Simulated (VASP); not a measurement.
# GaN in VASP: one cell, several levels of theory

Aim: gap, levels, forces and stress of GaN built on the zincblende prototype, under -1.0 % strain along z alone at fixed geometry. Runs: PBE, r2SCAN.

Code: VASP 6.6.1. PAW datasets, plane waves. The values are computed, spin-unpolarised, and not measurements.

### Step 1. Starting point

The cell comes from an earlier relaxation with r2SCAN in another program, then strained, with the atoms relaxed again.

Space group I-4m2 (No. 119), tetragonal; conventional cell a = 3.180 Å, c = 4.453 Å, 11.26 Å³ an atom. Near Ga stand 4 N at 1.94 Å; near N stand 4 Ga at 1.94 Å.

As a file:

Space group I-4m2 (No. 119). a = 3.180 Å, b = 3.180 Å, c = 4.453 Å, α = 90.00°, β = 90.00°, γ = 90.00°
```
atom  site  symmetry       x       y       z
  Ga    2a      -4m2  0.0000  0.0000  0.0000
   N    2c      -4m2  0.0000  0.5000  0.2500
```

### Step 2. PBE

Contents of INCAR:

```
ENCUT = 520.000000
SIGMA = 0.020000
EDIFF = 1.00e-07
GGA = PE
PREC = Accurate
IBRION = -1
ISIF = 2
ISMEAR = -1
NBANDS = 16
NELM = 120
NSW = 0
LASPH = .TRUE.
LCHARG = .FALSE.
LWAVE = .FALSE.
LREAL = .FALSE.
```

Contents of KPOINTS:

```
KPOINTS created by Atomic Simulation Environment
0
Gamma
10 10 10
0 0 0
```

Contents of KPOINTS_OPT:

```
special points
6
Reciprocal
0.0000000000 0.0000000000 0.0000000000 1
-0.5000000000 -0.5000000000 0.0000000000 1
-0.3750000000 -0.3750000000 0.2500000000 1
-0.3750000000 0.0000000000 0.3750000000 1
0.0000000000 0.0000000000 0.5000000000 1
-0.5000000000 -0.2500000000 0.2500000000 1
```

Contents of POSCAR:

```
Ga N
 1.0000000000000000
     0.0000000000000000    2.2489525411000000    2.2264630156999998
     2.2489525411000000    0.0000000000000000    2.2264630156999998
     2.2489525411000000    2.2489525411000000    0.0000000000000000
 Ga  N
   1   1
Cartesian
  0.0000000000000000  0.0000000000000000  0.0000000000000000
  1.1244762705500000  1.1244762705500000  1.1132315078499999
```

The run uses the recommended PBE PAW datasets (18 valence electrons a neutral cell).

On the command line:

```bash
$ mpirun -np 1 vasp_std
```

Standard output, without the iteration lines:

```text
POSCAR found type information on POSCAR GaN
 POSCAR found :  2 types and       2 ions
 LDA part: xc-table for (Slater+PW92), standard interpolation
 POSCAR, INCAR and KPOINTS ok, starting setup
 FFT: planning ... GRIDC
 FFT: planning ... GRID_SOFT
 FFT: planning ... GRID
 WAVECAR not read
 entering main loop
 Start KPOINTS_OPT (optional k-point list driver)
k-point batch [1-6\6]
```

OSZICAR:

```text
N       E                     dE             d eps       ncg     rms          rms(c)
DAV:   1     0.796406496551E+02    0.79641E+02   -0.95010E+03  3696   0.203E+03
DAV:   2    -0.859226449554E+01   -0.88233E+02   -0.82477E+02  3704   0.325E+02
DAV:   3    -0.140911441931E+02   -0.54989E+01   -0.54770E+01  3840   0.689E+01
DAV:   4    -0.141534328904E+02   -0.62289E-01   -0.62280E-01  4144   0.776E+00
DAV:   5    -0.141542050139E+02   -0.77212E-03   -0.77212E-03  3904   0.774E-01    0.778E+00
DAV:   6    -0.121246890834E+02    0.20295E+01   -0.48886E+00  4928   0.402E+01    0.268E+00
DAV:   7    -0.121347695036E+02   -0.10080E-01   -0.32908E-01  3608   0.654E+00    0.178E+00
DAV:   8    -0.121310924766E+02    0.36770E-02   -0.55143E-02  3776   0.330E+00    0.769E-01
DAV:   9    -0.121270048760E+02    0.40876E-02   -0.14508E-02  4992   0.280E+00    0.192E-01
DAV:  10    -0.121273394898E+02   -0.33461E-03   -0.15519E-03  3896   0.559E-01    0.908E-02
DAV:  11    -0.121272405699E+02    0.98920E-04   -0.29034E-04  4816   0.255E-01    0.963E-03
DAV:  12    -0.121272458545E+02   -0.52846E-05   -0.30080E-05  3832   0.532E-02    0.113E-02
DAV:  13    -0.121272456030E+02    0.25156E-06   -0.78926E-07  4072   0.150E-02    0.335E-03
DAV:  14    -0.121272455268E+02    0.76148E-07   -0.53109E-08  3024   0.297E-03
   1 F= -.12127246E+02 E0= -.12127246E+02  d E =-.172094E-12
       N       E                     dE             ncg
DAV:   1     0.251244197296E+04   -0.39521E+04      208
DAV:   2     0.195636544312E+04   -0.55608E+03      224
DAV:   3     0.192185375333E+04   -0.34512E+02      208
DAV:   4     0.192149229772E+04   -0.36146E+00      272
DAV:   5     0.192148815769E+04   -0.41400E-02      208
DAV:   6     0.192148799237E+04   -0.16532E-03      312
DAV:   7     0.192148799130E+04   -0.10786E-05      232
DAV:   8     0.192148799126E+04   -0.33715E-07      232
```

The lines after F= are the extra pass for the points of KPOINTS_OPT, at fixed density; their E is not a total energy.

Parts of OUTCAR:

```text
k-points           NKPTS =    102   k-points in BZ     NKDIM =    102   number of bands    NBANDS=     16

   NELECT =      18.0000    total number of electrons

   dimension x,y,z NGX =    24 NGY =   24 NGZ =   24
   dimension x,y,z NGXF=    48 NGYF=   48 NGZF=   48

  energy-cutoff  :      520.00
  volume of cell :       22.52
      direct lattice vectors                 reciprocal lattice vectors
     0.000000000  2.248952541  2.226463016    -0.222325723  0.222325723  0.224571438
     2.248952541  0.000000000  2.226463016     0.222325723 -0.222325723  0.224571438
     2.248952541  2.248952541  0.000000000     0.222325723  0.222325723 -0.224571438

 k-points in reciprocal lattice and weights: KPOINTS created by Atomic Simulation Env
   0.00000000  0.00000000  0.00000000       0.001
   0.10000000  0.00000000  0.00000000       0.008
   0.20000000  0.00000000  0.00000000       0.008
   0.30000000 -0.00000000  0.00000000       0.008
   0.40000000 -0.00000000  0.00000000       0.008
   0.50000000  0.00000000  0.00000000       0.004
   0.10000000  0.10000000  0.00000000       0.002
   0.20000000  0.10000000  0.00000000       0.008
[... 94 more k-points ...]

 E-fermi :   5.9417

 k-point     1 :       0.0000    0.0000    0.0000
  band No.  band energies     occupation
      1     -10.6144      2.00000
      2      -8.0015      2.00000
      3      -8.0015      2.00000
      4      -7.9905      2.00000
      5      -7.6619      2.00000
      6      -7.6613      2.00000
      7       5.4426      2.00000
      8       5.4426      2.00000
      9       5.4886      2.00000
     10       7.2863      0.00000
     11      15.8438      0.00000
     12      15.8718      0.00000
     13      15.8718      0.00000
     14      23.2810      0.00000
     15      24.3249      0.00000
     16      24.3249      0.00000

 k-point     2 :       0.1000    0.0000    0.0000
  band No.  band energies     occupation
      1     -10.5006      2.00000
      2      -7.9872      2.00000
      3      -7.9810      2.00000
      4      -7.9590      2.00000
      5      -7.6630      2.00000
      6      -7.6629      2.00000
      7       4.3651      2.00000
      8       5.3315      2.00000
      9       5.3671      2.00000
     10       8.1317      0.00000
     11      15.3629      0.00000
     12      16.0285      0.00000
     13      16.0317      0.00000
     14      23.0158      0.00000
     15      23.0614      0.00000
     16      23.3279      0.00000

 k-point     3 :       0.2000    0.0000    0.0000
  band No.  band energies     occupation
      1     -10.2118      2.00000
      2      -7.9542      2.00000
      3      -7.9469      2.00000
      4      -7.8005      2.00000
      5      -7.6624      2.00000
      6      -7.6610      2.00000
      7       2.5361      2.00000
      8       5.0581      2.00000
      9       5.1052      2.00000
     10       9.2150      0.00000
     11      14.5808      0.00000
     12      16.2732      0.00000
     13      16.3204      0.00000
     14      21.9933      0.00000
     15      22.2865      0.00000
     16      22.4550      0.00000

 k-point     4 :       0.3000   -0.0000    0.0000
  band No.  band energies     occupation
      1      -9.8999      2.00000
      2      -7.9249      2.00000
      3      -7.9172      2.00000
      4      -7.6497      2.00000
      5      -7.6456      2.00000
      6      -7.4060      2.00000
      7       0.6349      2.00000
      8       4.7489      2.00000
      9       4.8096      2.00000
     10       9.9036      0.00000
     11      14.2061      0.00000
     12      16.2091      0.00000
     13      16.3227      0.00000
     14      21.3189      0.00000
     15      22.8378      0.00000
     16      22.8787      0.00000

 k-point     5 :       0.4000   -0.0000    0.0000
  band No.  band energies     occupation
      1      -9.7090      2.00000
      2      -7.9123      2.00000
      3      -7.9043      2.00000
      4      -7.6271      2.00000
      5      -7.6212      2.00000
      6      -6.7890      2.00000
      7      -0.9745      2.00000
      8       4.5173      2.00000
      9       4.5885      2.00000
     10      10.1604      0.00000
     11      14.2142      0.00000
     12      15.9559      0.00000
     13      16.1035      0.00000
     14      21.1707      0.00000
     15      24.2794      0.00000
     16      24.2971      0.00000

[... the tables of k-points 6 to 102 left out ...]

  Total        1.1072044      1.1072044      1.2713929      0.0000000      0.0000000     -0.0000000
  in kB       78.7648293     78.7648293     90.4449467      0.0000000      0.0000000     -0.0000000
  external PRESSURE =      82.6582018 kB  Pullay stress =       0.0000000 kB

 POSITION                                       TOTAL-FORCE (eV/Angst)
 -----------------------------------------------------------------------------------
      0.00000      0.00000      0.00000         0.000000      0.000000      0.000000
      1.12448      1.12448      1.11323        -0.000000     -0.000000     -0.000000
 -----------------------------------------------------------------------------------
    total drift:                                0.000002      0.000002      0.000001

  FREE ENERGIE OF THE ION-ELECTRON SYSTEM (eV)
  ---------------------------------------------------
  free  energy   TOTEN  =       -12.1272455268 eV

  energy  without entropy=      -12.1272455268  energy(sigma->0) =      -12.12724553
```

Wall time 19 s (1 MPI rank of Intel Xeon Platinum 8488C, shared host); peak memory 0.18 GiB.

The levels at the points of KPOINTS_OPT are read from vasprun.xml.

Levels at the named points, in eV from the top of band v (v: the last filled band by count, c: the next):

| point | v−1 | v | c | c+1 |
| --- | --- | --- | --- | --- |
| Γ | -0.05 | 0.00 | 1.80 | 10.36 |
| X | -2.84 | -2.84 | 3.28 | 6.62 |
| U | -4.36 | -2.30 | 4.93 | 7.90 |
| K | -4.37 | -2.22 | 5.03 | 7.99 |
| L | -1.06 | -0.98 | 4.72 | 8.78 |
| W | -3.79 | -3.75 | 6.20 | 8.50 |

The PBE gap is 1.80 eV, direct at Γ. Pressure: 8.27 GPa; the forces vanish within 0.01 eV/Å.

### Step 3. r2SCAN

Contents of INCAR:

```
ENCUT = 520.000000
SIGMA = 0.010000
EDIFF = 1.00e-07
ALGO = Normal
METAGGA = R2SCAN
PREC = Accurate
IBRION = -1
ISIF = 2
ISMEAR = 0
NBANDS = 16
NELM = 120
NSW = 0
LASPH = .TRUE.
LCHARG = .TRUE.
LELF = .TRUE.
LWAVE = .FALSE.
LREAL = .FALSE.
```

KPOINTS is that of step 2.

KPOINTS_OPT is that of step 2.

POSCAR is that of step 2.

On the command line:

```bash
$ mpirun -np 1 vasp_std
```

Standard output, without the iteration lines:

```text
POSCAR found type information on POSCAR GaN
 POSCAR found :  2 types and       2 ions
 -----------------------------------------------------------------------------
|                                                                             |
|                                                                             |
|     You enforced a specific xc type in the INCAR file but a different       |
|     I HOPE YOU KNOW WHAT YOU ARE DOING!                                     |
|                                                                             |
 -----------------------------------------------------------------------------

 LDA part: xc-table for (None), standard interpolation
 POSCAR, INCAR and KPOINTS ok, starting setup
 FFT: planning ... GRIDC
 FFT: planning ... GRID_SOFT
 FFT: planning ... GRID
 WAVECAR not read
 entering main loop
 Start KPOINTS_OPT (optional k-point list driver)
k-point batch [1-6\6]
```

OSZICAR, shortened:

```text
N       E                     dE             d eps       ncg     rms          rms(c)
DAV:   1     0.690185313770E+02    0.69019E+02   -0.97246E+03  3696   0.209E+03
DAV:   2    -0.211028386012E+02   -0.90121E+02   -0.84300E+02  3720   0.334E+02
DAV:   3    -0.267599443992E+02   -0.56571E+01   -0.56355E+01  3864   0.709E+01
DAV:   4    -0.268247798080E+02   -0.64835E-01   -0.64827E-01  4136   0.802E+00
DAV:   5    -0.268255813114E+02   -0.80150E-03   -0.80150E-03  3952   0.796E-01    0.724E+00
DAV:   6    -0.218064994904E+02    0.50191E+01   -0.35201E+00  4952   0.412E+01    0.249E+00
DAV:   7    -0.218826702182E+02   -0.76171E-01   -0.44835E-01  3544   0.710E+00    0.175E+00
DAV:   8    -0.218937815723E+02   -0.11111E-01   -0.35214E-02  4480   0.487E+00    0.232E-01
DAV:   9    -0.218924485021E+02    0.13331E-02   -0.12493E-02  4824   0.284E+00    0.142E-01
DAV:  10    -0.218925593041E+02   -0.11080E-03   -0.86717E-04  3832   0.260E-01    0.147E-01
[... 11 lines left out ...]
DAV:  22    -0.218925665588E+02   -0.96534E-07   -0.33904E-08  1792   0.231E-03
   1 F= -.21892567E+02 E0= -.21892567E+02  d E =-.313728-102
       N       E                     dE             ncg
DAV:   1     0.246867928856E+04   -0.39958E+04      208
DAV:   2     0.189440591613E+04   -0.57427E+03      224
DAV:   3     0.185886019996E+04   -0.35546E+02      200
DAV:   4     0.185847638484E+04   -0.38382E+00      272
DAV:   5     0.185847199039E+04   -0.43945E-02      208
DAV:   6     0.185847181409E+04   -0.17630E-03      312
DAV:   7     0.185847181271E+04   -0.13780E-05      232
DAV:   8     0.185847181266E+04   -0.47780E-07      224
```

From OUTCAR:

```text
k-points           NKPTS =    102   k-points in BZ     NKDIM =    102   number of bands    NBANDS=     16

   NELECT =      18.0000    total number of electrons

   dimension x,y,z NGX =    24 NGY =   24 NGZ =   24
   dimension x,y,z NGXF=    48 NGYF=   48 NGZF=   48

  energy-cutoff  :      520.00
  volume of cell :       22.52
      direct lattice vectors                 reciprocal lattice vectors
     0.000000000  2.248952541  2.226463016    -0.222325723  0.222325723  0.224571438
     2.248952541  0.000000000  2.226463016     0.222325723 -0.222325723  0.224571438
     2.248952541  2.248952541  0.000000000     0.222325723  0.222325723 -0.224571438

 k-points in reciprocal lattice and weights: KPOINTS created by Atomic Simulation Env
   0.00000000  0.00000000  0.00000000       0.001
   0.10000000  0.00000000  0.00000000       0.008
   0.20000000  0.00000000  0.00000000       0.008
   0.30000000 -0.00000000  0.00000000       0.008
   0.40000000 -0.00000000  0.00000000       0.008
   0.50000000  0.00000000  0.00000000       0.004
   0.10000000  0.10000000  0.00000000       0.002
   0.20000000  0.10000000  0.00000000       0.008
[... 94 more k-points ...]

 E-fermi :   5.3736

 k-point     1 :       0.0000    0.0000    0.0000
  band No.  band energies     occupation
      1     -11.6775      2.00000
      2      -8.6545      2.00000
      3      -8.6545      2.00000
      4      -8.6437      2.00000
      5      -8.2828      2.00000
      6      -8.2821      2.00000
      7       5.1777      2.00000
      8       5.1777      2.00000
      9       5.2239      2.00000
     10       7.4195      0.00000
     11      16.2832      0.00000
     12      16.3136      0.00000
     13      16.3137      0.00000
     14      23.9753      0.00000
     15      24.9332      0.00000
     16      24.9332      0.00000

 k-point     2 :       0.1000    0.0000    0.0000
  band No.  band energies     occupation
      1     -11.5633      2.00000
      2      -8.6396      2.00000
      3      -8.6334      2.00000
      4      -8.6103      2.00000
      5      -8.2838      2.00000
      6      -8.2837      2.00000
      7       4.1039      2.00000
      8       5.0637      2.00000
      9       5.0997      2.00000
     10       8.2628      0.00000
     11      15.7997      0.00000
     12      16.4762      0.00000
     13      16.4802      0.00000
     14      23.5069      0.00000
     15      23.6010      0.00000
     16      23.8734      0.00000

 k-point     3 :       0.2000    0.0000    0.0000
  band No.  band energies     occupation
      1     -11.2697      2.00000
      2      -8.6047      2.00000
      3      -8.5975      2.00000
      4      -8.4515      2.00000
      5      -8.2832      2.00000
      6      -8.2818      2.00000
      7       2.2192      2.00000
      8       4.7827      2.00000
      9       4.8307      2.00000
     10       9.4045      0.00000
     11      15.0105      0.00000
     12      16.7214      0.00000
     13      16.7712      0.00000
     14      22.5323      0.00000
     15      22.7598      0.00000
     16      22.9363      0.00000

 k-point     4 :       0.3000   -0.0000    0.0000
  band No.  band energies     occupation
      1     -10.9379      2.00000
      2      -8.5724      2.00000
      3      -8.5647      2.00000
      4      -8.2712      2.00000
      5      -8.2671      2.00000
      6      -8.0742      2.00000
      7       0.2664      2.00000
      8       4.4638      2.00000
      9       4.5260      2.00000
     10      10.1421      0.00000
     11      14.6401      0.00000
     12      16.6244      0.00000
     13      16.7438      0.00000
     14      21.8695      0.00000
     15      23.3850      0.00000
     16      23.4190      0.00000

 k-point     5 :       0.4000   -0.0000    0.0000
  band No.  band energies     occupation
      1     -10.7168      2.00000
      2      -8.5570      2.00000
      3      -8.5488      2.00000
      4      -8.2496      2.00000
      5      -8.2435      2.00000
      6      -7.4964      2.00000
      7      -1.3648      2.00000
      8       4.2245      2.00000
      9       4.2976      2.00000
     10      10.4186      0.00000
     11      14.6629      0.00000
     12      16.3359      0.00000
     13      16.4892      0.00000
     14      21.7580      0.00000
     15      24.9561      0.00000
     16      24.9842      0.00000

[... the tables of k-points 6 to 102 left out ...]

  Total        0.3825048      0.3825048      0.5627823      0.0000000     -0.0000000     -0.0000000
  in kB       27.2108036     27.2108036     40.0354701      0.0000000     -0.0000000     -0.0000000
  external PRESSURE =      31.4856925 kB  Pullay stress =       0.0000000 kB

 POSITION                                       TOTAL-FORCE (eV/Angst)
 -----------------------------------------------------------------------------------
      0.00000      0.00000      0.00000         0.000000      0.000000     -0.000000
      1.12448      1.12448      1.11323        -0.000000     -0.000000      0.000000
 -----------------------------------------------------------------------------------
    total drift:                                0.000008      0.000008      0.000006

  FREE ENERGIE OF THE ION-ELECTRON SYSTEM (eV)
  ---------------------------------------------------
  free  energy   TOTEN  =       -21.8925665588 eV

  energy  without entropy=      -21.8925665588  energy(sigma->0) =      -21.89256656
```

Wall time 1.8 min (1 MPI rank of Intel Xeon Platinum 8488C, shared host); peak memory 0.19 GiB.

The levels at the points of KPOINTS_OPT are read from vasprun.xml.

Near the gap, in eV above the top of the last filled band v; c is the band after it:

| point | v−1 | v | c | c+1 |
| --- | --- | --- | --- | --- |
| Γ | -0.05 | 0.00 | 2.20 | 11.06 |
| X | -2.92 | -2.92 | 3.70 | 7.20 |
| U | -4.45 | -2.36 | 5.40 | 8.56 |
| K | -4.46 | -2.29 | 5.50 | 8.66 |
| L | -1.09 | -1.01 | 5.24 | 9.50 |
| W | -3.89 | -3.81 | 6.70 | 9.23 |

r2SCAN gives a direct gap of 2.20 eV at Γ. Pressure: 3.15 GPa; the forces vanish within 0.01 eV/Å.

The maps below are laid out on this run's own conventional cell (a, b, c = 3.180, 3.180, 4.453 Å).

Density in a lattice plane of the grid's cell (edges 3.18 and 4.45 Å, at 0.000 of the third edge), which holds Ga and N.

Values in e/Å³, 12 rows by 8 columns:
```
 9.67  5.00  0.83  0.82  1.02  0.82  0.83  5.00
 1.83  0.99  0.83  2.09  3.01  2.09  0.83  0.99
 0.22  0.30  0.84  2.85  3.68  2.85  0.84  0.30
 0.10  0.17  0.54  1.89  3.01  1.89  0.54  0.17
 0.05  0.09  0.25  0.67  1.02  0.67  0.25  0.09
 0.04  0.05  0.11  0.22  0.29  0.22  0.11  0.05
 0.05  0.05  0.07  0.09  0.11  0.09  0.07  0.05
 0.10  0.09  0.07  0.06  0.06  0.06  0.07  0.09
 0.22  0.17  0.10  0.06  0.05  0.06  0.10  0.17
 1.83  0.89  0.20  0.08  0.06  0.08  0.20  0.89
 9.66  5.05  0.54  0.15  0.11  0.15  0.54  5.05
16.62  8.97  1.08  0.31  0.29  0.31  1.08  8.97
```
Columns run along the first of these edges and rows up along the second, over one cell in 8 and 12 even steps from the bottom left corner. Atoms in the plane (fractional): Ga at (0.00, 0.00), N at (0.50, 0.75).

ELF in the same plane.

Ten even steps from ' ' (0.01) to '@' (0.83):
```
      ..--==**##%%%%%%##**==--..    
    ..--==**%%@@@@@@@@@@%%**==--..  
..::--==**%%@@@@@@%%@@@@@@%%**==--::
::::--++##@@@@%%++==++%%@@@@##++--::
..::--**%%@@@@##--..--##@@@@%%**--::
....--++%%@@@@%%++==++%%@@@@%%++--..
    ::==**%%@@@@%%%%%%@@@@%%**==::  
    ..--++##%%@@@@@@@@@@%%##++--..  
      ..--==**##%%%%%%##**==--..    
        ..::--++******++--::..      
            ..::------::..          
                ......              
                                    
....                              ..
..........                  ........
::::::::....              ....::::::
....::::::....          ....::::::..
    ..::::::..............::::::..  
      ..::::::::------::::::::..    
::    ..::----==******==----::..    
```
Columns run along the first of these edges and rows up along the second, over one cell in 18 and 20 even steps from the bottom left corner. Atoms in the plane (fractional): Ga at (0.00, 0.00), N at (0.50, 0.75).

Both are smooth fields of the valence electrons: close to the nuclei they are not physical.

Maxima of ELF outside the ion cores: 0.86 on the N–Ga line, 0.7 Å from N.

### Step 4. What came out

```
 level  gap (eV)  pressure (GPa)
   PBE      1.80            8.27
r2SCAN      2.20            3.15
```

**Reading.** The gap spans 1.80 eV (PBE) to 2.20 eV (r2SCAN). The pressure is highest with PBE (8.3 GPa) and lowest with r2SCAN (3.1 GPa), which orders the cells that they would relax to.
